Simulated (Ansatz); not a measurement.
# SnTe (Fm-3m) in Ansatz: notebook

One crystal, SnTe, is run at these levels: PBE, BLYP+D3(BJ), BLYP+D4; tasks: single point, relaxation of cell and atoms.

Program: Ansatz 0.2.0. These are calculated values, not measurements. Logs are shortened: lines on timing, memory, paths and dates and some standing lists are left out, and cuts for length are marked.

## 1. The structure

Symmetry: Fm-3m, No. 225, cubic system. Conventional cell: a = 6.302 Å, b = 6.302 Å, c = 6.302 Å, α = 90.00°, β = 90.00°, γ = 90.00°. Te (site symmetry m-3m) is surrounded by 6 Sn at 3.15 Å. Sn (site symmetry m-3m) has 6 Te at 3.15 Å as nearest neighbours.

## 2. Single point, PBE

input.yaml

```yaml
crystal:
  lattice:
    - [0.0, 3.15085, 3.15085]
    - [3.15085, 0.0, 3.15085]
    - [3.15085, 3.15085, 0.0]
  atoms:
    - { symbol: Te, position: [0.5, 0.5, 0.5] }
    - { symbol: Sn, position: [0.0, 0.0, 0.0] }
kpoints:
  mp_grid: { grid: [7, 7, 7] }
scf:
  occupations: { method: gaussian, width: 0.022 }
hamiltonian:
  xc: pbe
  pseudopotentials: { kind: all_electron, lapw: { basis_error: 0.001 } }
output:
  forces: true
  stress: true
  eigenvalues: true
```

Potentials or basis: all-electron LAPW, scalar-relativistic.

Started as:

```console
ansatz run input.yaml --threads 1 --pin off --max-ram 3072MiB --backend cpu --events-out ev --progress --plain --runs-dir out
```

What it wrote:

```text
Warning: RAYON_NUM_THREADS=1 ignored (pool sized by the plan → 1); use --threads N
LAPW: plane waves up to 6.971 Å⁻¹, error target 1.0e-3 eV per atom; small_component_spin mean_spin; Sn in spheres of 1.592 Å, 22 of its electrons in bands, Dirac shells []; Te in spheres of 1.559 Å, 24 of its electrons in bands, Dirac shells [] (how accurate: hamiltonian.pseudopotentials.lapw.basis_error, Limitations)
Engine: ansatz 0.2.0, aarch64-unknown-linux-gnu
Pseudopotentials: kind: all_electron
Pseudopotential: Te, LAPW, valence charge 24, lapw/all_electron/scalar/gaussian/Te, Koelling and Harmon's equation, gaussian nucleus
Pseudopotential: Sn, LAPW, valence charge 22, lapw/all_electron/scalar/gaussian/Sn, Koelling and Harmon's equation, gaussian nucleus
Functional definition: PBE
  parameter kappa = 0.804
  parameter beta = 0.06672455060314922
  exchange = pbe_x(kappa = kappa, mu = beta*pi^2/3)
  correlation = pbe_c(beta = beta)
Crystal: 2 atoms, lattice volume = 62.562 Å³
Basis set: ecut = 185.144356732645 eV, 339 PW (Γ), exchange–correlation at level 2
Bands: 28, of which v1, the nominal top of the filled ones, is band 23 counted from 1 (22 counted from 0)
Symmetry: 48 space group operations
Space group: Fm-3m (ITA 225), of the structure as read, at distance tolerance 4.0e-5 Å
k-points: 20 of 343
Non-local potential: Te, projectors of the file, none
Non-local potential: Sn, projectors of the file, none
Initial density: superposition of atomic densities (chi_scale 0.1, normalization cell, long waves kept (reshape's long-wave potential 0.00 eV rms))
Initial wavefunctions: plane waves of lowest kinetic energy (no species holds an atomic orbital)
Functional: x = pbe(κ = 0.804, μ = 0.2195149727645171), c = pbe(β = 0.06672455060314922)
iter 1 solved again at ethr=4.44e-4 eV; its pass at ethr=1.00e-1 eV (dr2=2.04e-1 eV) is discarded
SCF iter   1: F=—  HF=-352974.407439 eV  |F-HF|=—  |Δ(HF+E_count)|=         —  Δρ=1.24e-2  dr2=2.04e-1  ethr=4.44e-4  ⟨swp⟩=2.7  Hψ=3592  notcnv=0
preconditioner: auto → none  [insulator: Δε(μ)=0.669 eV  Ē_g=17.508 eV  σ=0.022 eV  W_gap=1.00  n_scr=14 (ndim 8)  ℏωp=21.0 eV  f_vac=0.029  D(μ)=0.00/eV (n_scr^D=0)  ε∞_Penn≈2.4]
iter 2 solved again at ethr=1.68e-5 eV; its pass at ethr=4.44e-4 eV (dr2=7.73e-3 eV) is discarded
SCF iter   2: F=—  HF=-352974.361268 eV  |F-HF|=—  |Δ(HF+E_count)|=   4.62e-2  Δρ=3.90e-3  dr2=7.74e-3  ethr=1.68e-5  ⟨swp⟩=2.0  Hψ=2917  notcnv=0
SCF iter   3: F=—  HF=-352974.358967 eV  |F-HF|=—  |Δ(HF+E_count)|=   2.30e-3  Δρ=2.38e-3  dr2=4.36e-3  ethr=1.68e-5  ⟨swp⟩=2.0  Hψ=1760  notcnv=0
SCF iter   4: F=—  HF=-352974.360036 eV  |F-HF|=—  |Δ(HF+E_count)|=   1.07e-3  Δρ=1.02e-3  dr2=8.07e-4  ethr=9.49e-6  ⟨swp⟩=2.0  Hψ=1662  notcnv=0
SCF iter   5: F=—  HF=-352974.360151 eV  |F-HF|=—  |Δ(HF+E_count)|=   1.14e-4  Δρ=2.23e-4  dr2=3.88e-5  ethr=1.75e-6  ⟨swp⟩=2.0  Hψ=1677  notcnv=0
SCF iter   6: F=—  HF=-352974.360164 eV  |F-HF|=—  |Δ(HF+E_count)|=   1.28e-5  Δρ=2.52e-5  dr2=5.10e-7  ethr=8.44e-8  ⟨swp⟩=2.5  Hψ=1674  notcnv=0
SCF iter   7: F=-352974.360164 eV  HF=-352974.360164 eV  |F-HF|=8.15e-9  |Δ(HF+E_count)|=   2.26e-7  Δρ=3.17e-6  dr2=9.46e-9  ethr=1.11e-9  ⟨swp⟩=2.8  Hψ=1693  notcnv=0
SCF 1 converged in 7 iterations: F = -352974.360164 eV  dr2 = 9.46e-9
SCF converged after 7 iterations
Free energy (F): -352974.360164 eV
Harris-Foulkes:  -352974.360164 eV  (|F-HF|=8.15e-9)
Internal energy: -352974.360164 eV  (E = F + TS)
E sigma→0 (E₀):  -352974.360164 eV
Fermi energy:    12.138530 eV
--- Per-component energies (eV) ---
  E_band       = -1841.738316
  E_kinetic    = 372041.586130
  E_xc         = -9288.845885
  E_electrostatic = -715727.100409  (all electrons and nuclei)
  E_smearing   = -0.000000  (= −TS)
  E_closure    = 0.000000  (closes the sum)
  E_atoms      = -352966.846133  (free atoms, spherical and without spin; not in F)
  Σ components = -352974.360164   (vs F -352974.360164, Δ=0.00e0)
  Basis errors (estimates in eV, not in F): energy 3.4e-4 per atom: plane waves 3.3e-4 (1.8e-4 summed), levels above the bands 0.0e0, relativity 2.6e-8, radial functions 1.2e-5, core shells 6.1e-10; eigenvalues (radial functions only) 2.5e-6; not estimated: angular momenta, meshes, grids; target (lapw.basis_error) 1.0e-3; muffin-tin radii Sn 1.592 Å, Te 1.559 Å
--- Forces (eV/Å), atoms counted from 1 ---
  atom   1  Te     0.00000000    -0.00000000    -0.00000000
  atom   2  Sn    -0.00000000    -0.00000000    -0.00000000
  max |Σ_I F_I| component: 3.41e-31 eV/Å
--- Stress (GPa, compression-positive) ---
        2.231351       0.000000       0.000000
        0.000000       2.231351      -0.000000
        0.000000      -0.000000       2.231351
  P = ⅓ Tr σ = 2.2314 GPa (22.314 kbar)
--- Band table (eV; the first three rows and the last of 20) ---
  k-point 0: bands = ["-147.6570", "-117.8480", "-97.6957", "-97.6957", "-97.6957", "-73.6339", "-73.6339", "-73.6339", "-25.0300", "-25.0300", "-25.0259", "-25.0259", "-25.0259", "-9.8604", "-9.8604", "-9.8556", "-9.8556", "-9.8556", "-0.7605", "7.3693", "9.9015", "9.9015", "9.9015", "15.4015", "15.4015", "15.4015", "16.8215", "16.8215"]
  k-point 1: bands = ["-147.6570", "-117.8480", "-97.6957", "-97.6957", "-97.6957", "-73.6339", "-73.6339", "-73.6339", "-25.0299", "-25.0299", "-25.0259", "-25.0258", "-25.0258", "-9.8614", "-9.8614", "-9.8553", "-9.8544", "-9.8544", "-0.5896", "6.4858", "9.9321", "9.9321", "10.5102", "14.5663", "14.5663", "14.6052", "16.7725", "17.2399"]
  k-point 2: bands = ["-147.6570", "-117.8480", "-97.6957", "-97.6957", "-97.6957", "-73.6339", "-73.6339", "-73.6339", "-25.0298", "-25.0298", "-25.0257", "-25.0255", "-25.0255", "-9.8640", "-9.8640", "-9.8547", "-9.8515", "-9.8515", "-0.1216", "5.0159", "10.0438", "10.0438", "11.2584", "13.3395", "13.3395", "13.4095", "17.4617", "18.3913"]
  k-point 19: bands = ["-147.6570", "-117.8480", "-97.6957", "-97.6957", "-97.6957", "-73.6339", "-73.6339", "-73.6339", "-25.0301", "-25.0295", "-25.0256", "-25.0253", "-25.0248", "-9.8727", "-9.8613", "-9.8536", "-9.8507", "-9.8455", "0.8730", "4.5667", "7.0984", "7.8169", "10.8210", "13.2425", "16.1813", "17.0919", "17.3241", "18.5369"]
```

Run time: 5.8 s. Hardware: 1 thread of Arm Neoverse V1, shared host; peak memory 0.27 GiB.

What came out:

```
Free energy : -352974.3602 eV
Pressure    : 2.2 GPa
```

Caveat: this odd mesh misses L, where the gap lies, so gap, dielectric constants and Born charges aren't listed.

## 3. Relaxation of cell and atoms, BLYP+D3(BJ)

input.yaml, as its differences from that of step 2:

```diff
@@ -11,5 +11,6 @@
 scf:
-  occupations: { method: gaussian, width: 0.022 }
+  occupations: { method: fermi_dirac, width: 0.05 }
 hamiltonian:
-  xc: pbe
+  xc: blyp
+  dispersion: d3bj
   pseudopotentials: { kind: all_electron, lapw: { basis_error: 0.001 } }
@@ -18,2 +19,5 @@
   stress: true
-  eigenvalues: true
+relax:
+  f_tol: 0.01
+  max_steps: 60
+  cell: {}
```

Potentials or basis: all-electron LAPW, scalar-relativistic.

Started as:

```console
ansatz run input.yaml --threads 1 --pin off --max-ram 3072MiB --backend cpu --events-out ev --progress --plain --runs-dir out
```

It took 15 s on 1 thread of Arm Neoverse V1, shared host; peak memory 0.28 GiB.

It converged, with:

* Free energy: -353009.7834 eV
* Relaxed volume: 31.98 Å³/atom
* Relaxed cell: a = 4.489 Å, b = 4.489 Å, c = 4.489 Å, α = 60.00°, β = 60.00°, γ = 60.00°
* Space group after relaxing (to 0.05 Å): Fm-3m (No. 225)
* Energy gained by relaxing: 2.0 meV/atom
* Ionic steps: 4
* Pressure after relaxing: 0.0 GPa

The path:
| step | energy change (eV) | largest force (eV/Å) | volume (Å³) |
| --- | --- | --- | --- |
| 1 | 0.0000 | 0.0000 | 62.56 |
| 2 | -0.0037 | 0.0000 | 64.36 |
| 3 | -0.0041 | 0.0000 | 63.96 |
| 4 | -0.0041 | 0.0000 | 63.96 |

Final structure:
```yaml
crystal:
  lattice:
    - [0.00000, 3.17410, 3.17410]
    - [3.17410, 0.00000, 3.17410]
    - [3.17410, 3.17410, 0.00000]
  atoms:
    - { symbol: Te, position: [0.50000, 0.50000, 0.50000] }
    - { symbol: Sn, position: [0.00000, 0.00000, 0.00000] }
```

Caveat: this odd mesh misses L, where the gap lies, so gap, dielectric constants and Born charges aren't listed. The run has no spin-orbit coupling, so splittings on Te are missing.

## 4. Relaxation of cell and atoms, BLYP+D4

input.yaml, as its differences from that of step 3:

```diff
@@ -14,3 +14,3 @@
   xc: blyp
-  dispersion: d3bj
+  dispersion: d4
   pseudopotentials: { kind: all_electron, lapw: { basis_error: 0.001 } }
@@ -20,3 +20,3 @@
 relax:
-  f_tol: 0.01
+  f_tol: 0.005
   max_steps: 60
```

Started as:

```console
ansatz run input.yaml --threads 1 --pin off --max-ram 3072MiB --backend cpu --events-out ev --progress --plain --runs-dir out
```

Run time: 19 s. Hardware: 1 thread of Arm Neoverse V1, shared host; peak memory 0.28 GiB.

Results (log left out):

| Item | Value |
| --- | --- |
| Free energy | -353009.5584 eV |
| Relaxed volume | 32.58 Å³/atom |
| Relaxed cell | a = 4.517 Å, b = 4.517 Å, c = 4.517 Å, α = 60.00°, β = 60.00°, γ = 60.00° |
| Space group after relaxing (to 0.05 Å) | Fm-3m (No. 225) |
| Energy gained by relaxing | 7.0 meV/atom |
| Ionic steps | 5 |
| Pressure after relaxing | 0.0 GPa |

Step by step:
```csv
step,energy change (eV),largest force (eV/Å),volume (Å³)
1,0.0000,0.0000,62.56
2,-0.0130,0.0000,65.92
3,-0.0139,0.0000,65.32
4,-0.0139,0.0000,65.16
5,-0.0139,0.0000,65.16
```

Final structure:
```xyz
2
Lattice="0.0000 3.1939 3.1939 3.1939 0.0000 3.1939 3.1939 3.1939 0.0000" Properties=species:S:1:pos:R:3 pbc="T T T"
Te    3.1939    3.1939    3.1939
Sn    0.0000    0.0000    0.0000
```

Caveat: this odd mesh misses L, where the gap lies, so gap, dielectric constants and Born charges aren't listed. Zero-point motion and thermal expansion aren't in these numbers.

## 5. Overview

| task | level | cell | cutoff (eV) | smearing | pressure (GPa) | relaxed volume (Å³/atom) |
| --- | --- | --- | --- | --- | --- | --- |
| single point | PBE | as given | 185 | gaussian 0.022 eV | 2.2 | - |
| relaxation of cell and atoms | BLYP+D3(BJ) | relaxed | - | fermi-dirac 0.05 eV | 0.0 | 31.98 |
| relaxation of cell and atoms | BLYP+D4 | relaxed | - | fermi-dirac 0.05 eV | 0.0 | 32.58 |

Alike in all rows: potentials or basis all-electron LAPW, scalar-relativistic; no spin polarisation; k mesh 7 × 7 × 7; basis error allowed 0.001 eV/atom.

Compare energies only between runs with the same functional and basis.
